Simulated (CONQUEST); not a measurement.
The system is CdS (Greenockite).

```
CELL_PARAMETERS angstrom
4.15000 0.00000 0.00000
0.00000 6.73700 0.00000
0.00000 0.00000 7.18801
ATOMIC_POSITIONS crystal
Cd 0.00000 0.50000 0.33333
Cd 0.50000 0.50000 0.83333
Cd 0.00000 0.00000 0.66667
Cd 0.50000 0.00000 0.16667
S 0.00000 0.87500 0.33333
S 0.50000 0.87500 0.83333
S 0.00000 0.37500 0.66667
S 0.50000 0.37500 0.16667
```

| Quantity | Value |
| --- | --- |
| Program | CONQUEST 1.3 |
| Task | single point |
| Functional | PBE |
| Potentials or basis | PseudoDojo NC PBE, DZP, grid cutoff 120 Ha |
| k mesh | 7 × 4 × 4 |
| Occupations | fermi-dirac, width 0.05 eV |
| Spin | no spin polarisation |

On this cell: pressure 3.0 GPa; largest force 0.075 eV/Å; band gap on the k mesh 1.36 eV.

The same run follows on a disturbed copy (atoms moved at random, drawn with an rms of 0.05 Å):

```
CELL_PARAMETERS angstrom
4.15000 0.00000 0.00000
0.00000 6.73700 0.00000
0.00000 0.00000 7.18801
ATOMIC_POSITIONS crystal
Cd 0.00864 0.49822 0.32619
Cd 0.50864 0.49822 0.82619
Cd 0.49765 0.00239 0.16618
Cd 0.99765 0.00239 0.66618
S 0.00125 0.87277 0.33129
S 0.50125 0.87277 0.83129
S 0.00080 0.37511 0.66969
S 0.50080 0.37511 0.16969
```

Q: What does the disturbed cell give?

A: The energy moves by +5.8 meV/atom; pressure 3.1 GPa; largest force 0.456 eV/Å; band gap on the k mesh 1.35 eV.

Forces on the atoms (eV/Å):
```
Cd  -0.218  0.003  0.371
Cd  -0.218  0.003  0.371
Cd   0.086 -0.238 -0.049
Cd   0.086 -0.238 -0.049
S   -0.083  0.166  0.075
S   -0.083  0.166  0.075
S    0.228  0.054 -0.392
S    0.228  0.054 -0.392
```

Stress tensor (GPa, compression positive):
```
 3.60 -0.18 -0.46
-0.18  3.73  0.38
-0.46  0.38  1.86
```

The forces don't sum to zero, so they hold noise of the program's grid.

Caveats: the basis of atomic orbitals isn't converged, which shifts pressures, moduli and gaps; an odd mesh through Γ misses points on the zone boundary, where band edges often lie (some runs); the box holds several primitive cells, so bands are folded and the points are those of the box's own zone (some runs).
